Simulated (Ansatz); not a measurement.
# CuO (Tenorite) (C2/c) in Ansatz: notebook

The runs below take CuO (Tenorite) through single point, equation of state, with PBEsol.

All numbers are computed with Ansatz 0.2.0; they aren't measurements. Logs are shortened: lines on timing, memory, paths and dates and some standing lists are left out, and cuts for length are marked.

## 1. The structure

It takes space group C2/c (No. 15, monoclinic). The conventional cell has a = 4.684 Å, b = 3.423 Å, c = 5.129 Å, α = 90.00°, β = 99.54°, γ = 90.00°. Cu (site symmetry -1) has 4 O at 1.95 to 1.96 Å as nearest neighbours. O (site symmetry 2) is surrounded by 4 Cu at 1.95 to 1.96 Å.

## 2. Single point, PBEsol, 9.53 Å³/atom (volume scaled by 0.94)

The input, input.yaml:

```yaml
crystal:
  lattice:
    - [2.2940437287, -1.6763657078, 0.0]
    - [2.2940437287, 1.6763657078, 0.0]
    - [-0.8326750593, 0.0, 4.9546185987]
  atoms:
    - { symbol: Cu, position: [0.5, 0.0, 0.5] }
    - { symbol: Cu, position: [0.0, 0.5, 0.0] }
    - { symbol: O, position: [0.4184, 0.5816, 0.75] }
    - { symbol: O, position: [0.5816, 0.4184, 0.25] }
kpoints:
  mp_grid: { grid: [10, 10, 5] }
scf:
  occupations: { method: fermi_dirac, width: 0.05 }
hamiltonian:
  xc: pbesol
  pseudopotentials: { kind: all_electron, lapw: { basis_error: 0.002 } }
output:
  forces: true
  stress: true
  eigenvalues: true
```

Potentials or basis: all-electron LAPW, scalar-relativistic.

Launch:

```console
$ ansatz run input.yaml --threads 2 --pin off --max-ram 6144MiB --backend cpu --events-out ev --progress --plain --runs-dir out
```

Standard output:

```text
Warning: RAYON_NUM_THREADS=2 ignored (pool sized by the plan → 2); use --threads N
LAPW: plane waves up to 10.558 Å⁻¹, error target 2.0e-3 eV per atom; small_component_spin mean_spin; O in spheres of 0.854 Å, 8 of its electrons in bands, Dirac shells []; Cu in spheres of 1.057 Å, 19 of its electrons in bands, Dirac shells [] (how accurate: hamiltonian.pseudopotentials.lapw.basis_error, Limitations)
Engine: ansatz 0.2.0, aarch64-unknown-linux-gnu
Pseudopotentials: kind: all_electron
Pseudopotential: Cu, LAPW, valence charge 19, lapw/all_electron/scalar/gaussian/Cu, Koelling and Harmon's equation, gaussian nucleus
Pseudopotential: O, LAPW, valence charge 8, lapw/all_electron/scalar/gaussian/O, Koelling and Harmon's equation, gaussian nucleus
Functional definition: PBEsol
  exchange = pbesol_x
  correlation = pbesol_c
Crystal: 4 atoms, lattice volume = 38.108 Å³
Basis set: ecut = 424.66559251084294 eV, 759 PW (Γ), exchange–correlation at level 2
Bands: 33, of which v1, the nominal top of the filled ones, is band 27 counted from 1 (26 counted from 0)
Symmetry: 4 space group operations
Space group: C2/c (ITA 15), of the structure as read, at distance tolerance 3.4e-5 Å
k-points: 141 of 500
Non-local potential: Cu, projectors of the file, none
Non-local potential: O, projectors of the file, none
Initial density: superposition of atomic densities (chi_scale 0.1, normalization cell, long waves kept (reshape's long-wave potential 0.00 eV rms))
Initial wavefunctions: plane waves of lowest kinetic energy (no species holds an atomic orbital)
Functional: x = pbesol(κ = 0.804, μ = 0.12345679012345678), c = pbesol(β = 0.046)
iter 1 solved again at ethr=2.07e-2 eV; its pass at ethr=1.00e-1 eV (dr2=1.12e1 eV) is discarded
SCF iter   1: F=—  HF=-94082.447826 eV  |F-HF|=—  |Δ(HF+E_count)|=         —  Δρ=1.66e-1  dr2=1.12e1  ethr=2.07e-2  ⟨swp⟩=2.0  Hψ=30254  notcnv=0
preconditioner: auto → Kerker (q_TF=auto, 2.891 Å⁻¹)  [metal: Δε(μ)=0.006 eV  Ē_g=12.372 eV  σ=0.050 eV  W_gap=0.03  n_scr=20 (ndim 8)  ℏωp=35.1 eV  f_vac=0.000  D(μ)=3.75/eV (n_scr^D=42)]
SCF iter   2: F=—  HF=-94082.674369 eV  |F-HF|=—  |Δ(HF+E_count)|=   2.27e-1  Δρ=8.65e-2  dr2=2.27e0  ethr=2.07e-2  ⟨swp⟩=2.9  Hψ=14277  notcnv=0
SCF iter   3: F=—  HF=-94076.706345 eV  |F-HF|=—  |Δ(HF+E_count)|=    5.97e0  Δρ=3.44e-2  dr2=5.72e-1  ethr=4.21e-3  ⟨swp⟩=3.0  Hψ=15245  notcnv=0
SCF iter   4: F=—  HF=-94076.554900 eV  |F-HF|=—  |Δ(HF+E_count)|=         —  Δρ=1.62e-2  dr2=1.33e-1  ethr=1.06e-3  ⟨swp⟩=2.0  Hψ=14239  notcnv=0
the basis was enlarged: its passes take 495.7 KiB over the memory plan, 2 of 2 planned eigensolver slots
iter 5 solved again at ethr=1.08e-5 eV; its pass at ethr=2.46e-4 eV (dr2=5.84e-3 eV) is discarded
SCF iter   5: F=—  HF=-94076.533105 eV  |F-HF|=—  |Δ(HF+E_count)|=   2.18e-2  Δρ=4.43e-3  dr2=5.83e-3  ethr=1.08e-5  ⟨swp⟩=2.0  Hψ=23740  notcnv=0
SCF iter   6: F=—  HF=-94076.531554 eV  |F-HF|=—  |Δ(HF+E_count)|=   1.55e-3  Δρ=1.49e-3  dr2=4.91e-4  ethr=1.08e-5  ⟨swp⟩=2.0  Hψ=13478  notcnv=0
SCF iter   7: F=—  HF=-94076.531506 eV  |F-HF|=—  |Δ(HF+E_count)|=   4.77e-5  Δρ=5.02e-4  dr2=1.16e-4  ethr=9.09e-7  ⟨swp⟩=2.0  Hψ=13478  notcnv=0
SCF iter   8: F=—  HF=-94076.531495 eV  |F-HF|=—  |Δ(HF+E_count)|=   1.08e-5  Δρ=1.64e-4  dr2=1.13e-5  ethr=2.15e-7  ⟨swp⟩=2.0  Hψ=13478  notcnv=0
SCF iter   9: F=—  HF=-94076.531496 eV  |F-HF|=—  |Δ(HF+E_count)|=   1.58e-7  Δρ=5.75e-5  dr2=1.38e-6  ethr=2.09e-8  ⟨swp⟩=2.0  Hψ=13480  notcnv=0
SCF iter  10: F=-94076.531495 eV  HF=-94076.531495 eV  |F-HF|=5.15e-8  |Δ(HF+E_count)|=   3.64e-7  Δρ=1.12e-5  dr2=4.58e-8  ethr=2.56e-9  ⟨swp⟩=2.0  Hψ=13479  notcnv=0
SCF 1 converged in 10 iterations: F = -94076.531495 eV  dr2 = 4.58e-8
SCF converged after 10 iterations
Free energy (F): -94076.531495 eV
Harris-Foulkes:  -94076.531495 eV  (|F-HF|=5.15e-8)
Internal energy: -94076.513117 eV  (E = F + TS)
E sigma→0 (E₀):  -94076.522306 eV
Entropy (-TS):   -0.018378 eV (-4.594 meV/atom)
Fermi energy:    13.317058 eV
--- Per-component energies (eV) ---
  E_band       = -2779.690257
  E_kinetic    = 95611.722844
  E_xc         = -4057.349547
  E_electrostatic = -185630.886414  (all electrons and nuclei)
  E_smearing   = -0.018378  (= −TS)
  E_closure    = 0.000000  (closes the sum)
  E_atoms      = -94055.158867  (free atoms, spherical and without spin; not in F)
  Σ components = -94076.531495   (vs F -94076.531495, Δ=0.00e0)
  Basis errors (estimates in eV, not in F): energy 8.5e-4 per atom: plane waves 7.7e-4 (4.5e-4 summed), levels above the bands 6.7e-111, relativity 8.1e-8, radial functions 7.7e-5, core shells 1.1e-8; eigenvalues (radial functions only) 2.0e-5; not estimated: angular momenta, meshes, grids; target (lapw.basis_error) 2.0e-3; muffin-tin radii O 0.854 Å, Cu 1.057 Å
--- Forces (eV/Å), atoms counted from 1 ---
  atom   1  Cu     0.00000000     0.00000000     0.00000000
  atom   2  Cu     0.00000000    -0.00000000     0.00000000
  atom   3  O      0.00000000    -0.15019977     0.00000000
  atom   4  O      0.00000000     0.15019977     0.00000000
  max |Σ_I F_I| component: 0.00e0 eV/Å
--- Stress (GPa, compression-positive) ---
        9.739298       0.000000      -2.224973
        0.000000       9.412947       0.000000
       -2.224973       0.000000       9.942935
  P = ⅓ Tr σ = 9.6984 GPa (96.984 kbar)
--- Band table (eV; the first three rows and the last of 141) ---
  k-point 0: bands = ["-491.7946", "-491.7946", "-99.1720", "-99.1710", "-56.8511", "-56.8507", "-56.8190", "-56.8071", "-56.4415", "-56.4408", "-7.2252", "-5.6765", "4.3810", "7.2032", "7.6248", "9.6408", "9.8454", "9.8680", "9.9027", "10.0477", "10.3273", "10.4412", "10.6964", "10.8958", "10.9575", "11.5321", "13.5329", "14.3259", "15.1715", "19.2220", "21.7524", "26.7661", "29.1830"]
  k-point 1: bands = ["-491.7946", "-491.7946", "-99.1719", "-99.1711", "-56.8510", "-56.8507", "-56.8179", "-56.8083", "-56.4415", "-56.4409", "-7.1030", "-5.8592", "4.8020", "7.2923", "7.6604", "9.0065", "9.2775", "9.3351", "10.0475", "10.2433", "10.5496", "10.5876", "10.8069", "11.0252", "11.2189", "11.4089", "13.4864", "14.1528", "15.7060", "18.7851", "22.4926", "26.7958", "28.6011"]
  k-point 2: bands = ["-491.7946", "-491.7946", "-99.1716", "-99.1713", "-56.8508", "-56.8507", "-56.8150", "-56.8113", "-56.4413", "-56.4411", "-6.7630", "-6.2933", "5.9263", "7.4267", "7.5174", "7.7220", "8.8605", "8.9228", "10.2168", "10.3198", "10.6419", "10.7423", "10.7824", "11.0421", "11.5097", "11.6360", "13.4423", "13.7410", "16.8092", "17.8994", "24.1403", "26.0489", "27.6623"]
  k-point 140: bands = ["-491.7946", "-491.7946", "-99.1696", "-99.1694", "-56.8690", "-56.8673", "-56.8136", "-56.8111", "-56.4529", "-56.4517", "-5.5997", "-5.4866", "5.7991", "6.3531", "7.0695", "7.1888", "7.6099", "8.0171", "10.1565", "10.4913", "10.8783", "10.9043", "11.4024", "11.4233", "11.8532", "11.9680", "12.5992", "13.2858", "17.7062", "18.9614", "22.1557", "22.9643", "26.2259"]
```

Wall time 44 s (2 threads of Arm Neoverse V2, shared host); peak memory 0.84 GiB.

What came out:

```yaml
Free_energy: -94076.5315 eV
Pressure: 9.7 GPa
Largest_force: 0.150 eV/Å
Band_gap_on_the_k_mesh: none (metal or under the smearing width)
```

Caveat: the run has no spin polarisation, though such a crystal can be magnetic; semilocal functionals often make such compounds metallic where correlation or magnetic order opens a gap, which also shifts bond lengths.

## 3. Single point, PBEsol, 9.73 Å³/atom (volume scaled by 0.96)

Changes to input.yaml since step 2:

```diff
@@ -2,5 +2,5 @@
   lattice:
-    - [2.2940437287, -1.6763657078, 0.0]
-    - [2.2940437287, 1.6763657078, 0.0]
-    - [-0.8326750593, 0.0, 4.9546185987]
+    - [2.3101994985, -1.6881714891, 0.0]
+    - [2.3101994985, 1.6881714891, 0.0]
+    - [-0.8385391614, 0.0, 4.9895114286]
   atoms:
```

Potentials or basis: all-electron LAPW, scalar-relativistic.

Launch:

```console
$ ansatz run input.yaml --threads 2 --pin off --max-ram 6144MiB --backend cpu --events-out ev --progress --plain --runs-dir out
```

It took 43 s on 2 threads of Arm Neoverse V2, shared host; peak memory 0.84 GiB.

It converged, with:

- Free energy: -94076.5686 eV
- Pressure: 5.1 GPa
- Largest force: 0.226 eV/Å
- Band gap on the k mesh: none (metal or under the smearing width)

Caveat: the run has no spin polarisation, though such a crystal can be magnetic; semilocal functionals often make such compounds metallic where correlation or magnetic order opens a gap, which also shifts bond lengths.

## 4. Single point, PBEsol, 9.93 Å³/atom (volume scaled by 0.98)

Changes to input.yaml since step 3:

```diff
@@ -2,5 +2,5 @@
   lattice:
-    - [2.3101994985, -1.6881714891, 0.0]
-    - [2.3101994985, 1.6881714891, 0.0]
-    - [-0.8385391614, 0.0, 4.9895114286]
+    - [2.3261324123, -1.699814419, 0.0]
+    - [2.3261324123, 1.699814419, 0.0]
+    - [-0.8443223728, 0.0, 5.0239229397]
   atoms:
```

Launch:

```console
$ ansatz run input.yaml --threads 2 --pin off --max-ram 6144MiB --backend cpu --events-out ev --progress --plain --runs-dir out
```

Wall time 43 s (2 threads of Arm Neoverse V2, shared host); peak memory 0.84 GiB.

It converged, with:

| Property | Result |
| --- | --- |
| Free energy | -94076.5836 eV |
| Pressure | 0.9 GPa |
| Largest force | 0.295 eV/Å |
| Band gap on the k mesh | none (metal or under the smearing width) |

Caveat: the run has no spin polarisation, though such a crystal can be magnetic; semilocal functionals often make such compounds metallic where correlation or magnetic order opens a gap, which also shifts bond lengths.

## 5. Single point, PBEsol, 10.13 Å³/atom

Changes to input.yaml since step 4:

```diff
@@ -2,5 +2,5 @@
   lattice:
-    - [2.3261324123, -1.699814419, 0.0]
-    - [2.3261324123, 1.699814419, 0.0]
-    - [-0.8443223728, 0.0, 5.0239229397]
+    - [2.34185, -1.7113, 0.0]
+    - [2.34185, 1.7113, 0.0]
+    - [-0.8500274268, 0.0, 5.0578693947]
   atoms:
```

Launch:

```console
$ ansatz run input.yaml --threads 2 --pin off --max-ram 6144MiB --backend cpu --events-out ev --progress --plain --runs-dir out
```

Wall time 44 s (2 threads of Arm Neoverse V2, shared host); peak memory 0.81 GiB.

Results (log left out):

* Free energy: -94076.5789 eV
* Pressure: -2.7 GPa
* Largest force: 0.358 eV/Å
* Band gap on the k mesh: none (metal or under the smearing width)

Caveat: the run has no spin polarisation, though such a crystal can be magnetic; semilocal functionals often make such compounds metallic where correlation or magnetic order opens a gap, which also shifts bond lengths.

## 6. Single point, PBEsol, 10.34 Å³/atom (volume scaled by 1.02)

Changes to input.yaml since step 5:

```diff
@@ -2,5 +2,5 @@
   lattice:
-    - [2.34185, -1.7113, 0.0]
-    - [2.34185, 1.7113, 0.0]
-    - [-0.8500274268, 0.0, 5.0578693947]
+    - [2.3573593924, -1.7226334429, 0.0]
+    - [2.3573593924, 1.7226334429, 0.0]
+    - [-0.8556569116, 0.0, 5.0913661947]
   atoms:
```

Potentials or basis: all-electron LAPW, scalar-relativistic.

Launch:

```console
$ ansatz run input.yaml --threads 2 --pin off --max-ram 6144MiB --backend cpu --events-out ev --progress --plain --runs-dir out
```

Run time: 44 s. Hardware: 2 threads of Arm Neoverse V2, shared host; peak memory 0.81 GiB.

It converged, with:

| Item | Value |
| --- | --- |
| Free energy | -94076.5566 eV |
| Pressure | -6.0 GPa |
| Largest force | 0.416 eV/Å |
| Band gap on the k mesh | none (metal or under the smearing width) |

Caveat: the run has no spin polarisation, though such a crystal can be magnetic; semilocal functionals often make such compounds metallic where correlation or magnetic order opens a gap, which also shifts bond lengths.

## 7. Single point, PBEsol, 10.54 Å³/atom (volume scaled by 1.04)

Changes to input.yaml since step 6:

```diff
@@ -2,5 +2,5 @@
   lattice:
-    - [2.3573593924, -1.7226334429, 0.0]
-    - [2.3573593924, 1.7226334429, 0.0]
-    - [-0.8556569116, 0.0, 5.0913661947]
+    - [2.3726673498, -1.7338196878, 0.0]
+    - [2.3726673498, 1.7338196878, 0.0]
+    - [-0.861213281, 0.0, 5.1244279405]
   atoms:
```

Launch:

```console
$ ansatz run input.yaml --threads 2 --pin off --max-ram 6144MiB --backend cpu --events-out ev --progress --plain --runs-dir out
```

It took 43 s on 2 threads of Arm Neoverse V2, shared host; peak memory 0.81 GiB.

It converged, with:

```yaml
Free_energy: -94076.5186 eV
Pressure: -8.9 GPa
Largest_force: 0.470 eV/Å
Band_gap_on_the_k_mesh: none (metal or under the smearing width)
```

Caveat: the run has no spin polarisation, though such a crystal can be magnetic; semilocal functionals often make such compounds metallic where correlation or magnetic order opens a gap, which also shifts bond lengths.

## 8. Single point, PBEsol, 10.74 Å³/atom (volume scaled by 1.06)

Changes to input.yaml since step 7:

```diff
@@ -2,5 +2,5 @@
   lattice:
-    - [2.3726673498, -1.7338196878, 0.0]
-    - [2.3726673498, 1.7338196878, 0.0]
-    - [-0.861213281, 0.0, 5.1244279405]
+    - [2.3877802882, -1.744863423, 0.0]
+    - [2.3877802882, 1.744863423, 0.0]
+    - [-0.8666988638, 0.0, 5.157068489]
   atoms:
```

Launch:

```console
$ ansatz run input.yaml --threads 2 --pin off --max-ram 6144MiB --backend cpu --events-out ev --progress --plain --runs-dir out
```

Run time: 49 s. Hardware: 2 threads of Arm Neoverse V2, shared host; peak memory 0.81 GiB.

It converged, with:

```yaml
Free_energy: -94076.4666 eV
Pressure: -11.5 GPa
Largest_force: 0.518 eV/Å
Band_gap_on_the_k_mesh: none (metal or under the smearing width)
```

Caveat: the run has no spin polarisation, though such a crystal can be magnetic; semilocal functionals often make such compounds metallic where correlation or magnetic order opens a gap, which also shifts bond lengths.

## 9. Equation of state, PBEsol

Potentials or basis: all-electron LAPW, scalar-relativistic.

This step only gathers the single runs of the series.

Results:

| Quantity | Value |
| --- | --- |
| Equilibrium volume | 9.98 Å³/atom |
| Bulk modulus at fixed shape and positions | 186 GPa |
| Pressure derivative of the bulk modulus | 4.6 |

Energy against volume, from the lowest point:
| volume (Å³/atom) | energy (meV/atom) |
| --- | --- |
| 9.527 | 13.02 |
| 9.730 | 3.74 |
| 9.932 | 0.00 |
| 10.135 | 1.16 |
| 10.338 | 6.74 |
| 10.540 | 16.25 |
| 10.743 | 29.24 |

Caveat: the cell was scaled at fixed shape and fractional positions, which overstates the stiffness of a crystal with free parameters, most of all of layers and chains; the run has no spin polarisation, though such a crystal can be magnetic.

## 10. The reference run

An earlier run on the cell as given: functional PBE; potentials or basis all-electron LAPW, scalar-relativistic; cutoff 439 eV (chosen from the basis error); basis error allowed 0.001 eV/atom; k mesh 10 × 10 × 5; occupations fermi-dirac, width 0.05 eV; no spin polarisation.

- Pressure: 5.7 GPa
- Largest force: 0.259 eV/Å
- Band gap on the k mesh: none (metal or under the smearing width)
- Loewdin charges: Cu +1.02; O -0.91 e
